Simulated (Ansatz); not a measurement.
# Si: the cost of one run

Program: Ansatz 0.2.0. Level of theory: DFT PBEsol, scalar-relativistic, plane waves, PAW. These are calculated values, not measurements.

### 1 The starting structure

The structure is cubic, space group Fd-3m (No. 227). The conventional cell has a = 5.444 Å, b = 5.444 Å, c = 5.444 Å, α = 90.00°, β = 90.00°, γ = 90.00°. Si (site symmetry -43m) is surrounded by 4 Si at 2.36 Å.

Structure file:

```cif
data_structure
_symmetry_space_group_name_H-M 'P 1'
_symmetry_Int_Tables_number 1
_cell_length_a 3.8493
_cell_length_b 3.8493
_cell_length_c 3.8493
_cell_angle_alpha 60.000
_cell_angle_beta 60.000
_cell_angle_gamma 60.000
_cell_volume 40.33
loop_
_atom_site_label
_atom_site_type_symbol
_atom_site_fract_x
_atom_site_fract_y
_atom_site_fract_z
_atom_site_occupancy
Si1 Si 0.75000 0.75000 0.75000 1
Si2 Si 0.50000 0.50000 0.50000 1
```

Source of the structure: the Materials Project (structure only).

(A quick probe on a coarse mesh, which set the mesh and smearing, is not shown.)

### 3 Full relaxation

Contents of input.yaml:

```yaml
crystal:
  lattice:
    - [0.0, 2.72185119, 2.72185119]
    - [2.72185119, 0.0, 2.72185119]
    - [2.72185119, 2.72185119, 0.0]
  atoms:
    - { symbol: Si, position: [0.75, 0.75, 0.75] }
    - { symbol: Si, position: [0.5, 0.5, 0.5] }
basis:
  ecutwfc: 420
kpoints:
  mp_grid: { grid: [8, 8, 8] }
hamiltonian:
  xc: pbesol
scf:
  occupations: { method: gaussian, width: 0.02 }
output:
  forces: true
  stress: true
  eigenvalues: true
  write_density: true
  write_potential: true
  elf: true
  volumetric_format: npy
relax:
  adjacent_minimum: "off"
  f_tol: 0.005
  max_steps: 80
  cell: { stress_tol: 0.05 }
```

Run with:

```console
ansatz run input.yaml --threads 4 --pin off --max-ram 10240MiB --backend cpu --events-out ev --progress --plain --runs-dir out
```

Q: Estimate wall time and peak memory on 4 threads of Arm Neoverse V1, shared host.

About 1.2 s, with a peak of 0.29 GiB.
